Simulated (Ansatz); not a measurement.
The system is CdS.

```
Cd S
1.0
     4.26117    0.00000    0.00000
    -2.13058    3.69028    0.00000
     0.00000    0.00000    5.80417
Cd S
1 1
Cartesian
  0.0000 0.0000 2.5695
  2.1306 1.2301 2.5208
```

Measurements of this composition are mostly on another form, of space group No. 186.

```yaml
Program: Ansatz 0.2.0
Task: relaxation of cell and atoms
Functional: HSEsol
Potentials_or_basis: Ansatz PAW
Cutoff: "420 eV (not typed: the program's choice for these potentials)"
k_mesh: 4 × 4 × 3
Occupations: fermi-dirac, width 0.05 eV
Spin: no spin polarisation
```

At the start: volume 45.64 Å³/atom.

Where does the relaxation end?

It ends after 6 steps and the volume is 44.21 Å³/atom (-3.1 %); space group P-6m2 (No. 187, to 0.05 Å).

The path:
```tsv
step	energy change (eV)	largest force (eV/Å)	volume (Å³)
1	0.0000	0.0261	91.27
2	-0.0269	0.0117	88.34
3	-0.0272	0.0092	88.09
4	-0.0273	0.0068	88.15
5	-0.0273	0.0007	88.42
6	-0.0263	0.0007	88.42
```

Final structure:
```cif
data_structure
_symmetry_space_group_name_H-M 'P 1'
_symmetry_Int_Tables_number 1
_cell_length_a 4.1848
_cell_length_b 4.1848
_cell_length_c 5.8301
_cell_angle_alpha 90.000
_cell_angle_beta 90.000
_cell_angle_gamma 120.000
_cell_volume 88.42
loop_
_atom_site_label
_atom_site_type_symbol
_atom_site_fract_x
_atom_site_fract_y
_atom_site_fract_z
_atom_site_occupancy
Cd1 Cd 0.00000 0.00000 0.43825 1
S1 S 0.66667 0.33333 0.43875 1
```

Caveat: the k mesh is coarse (spacing up to 0.43 Å⁻¹), so the values aren't converged, least of all with exact exchange; the plane-wave basis is chosen anew once the cell has moved, so the energies of steps on either side of that aren't comparable; the PAW data sets come from PBE, with cores solved anew for the run's functional, which leaves a small shift of forces and pressure.
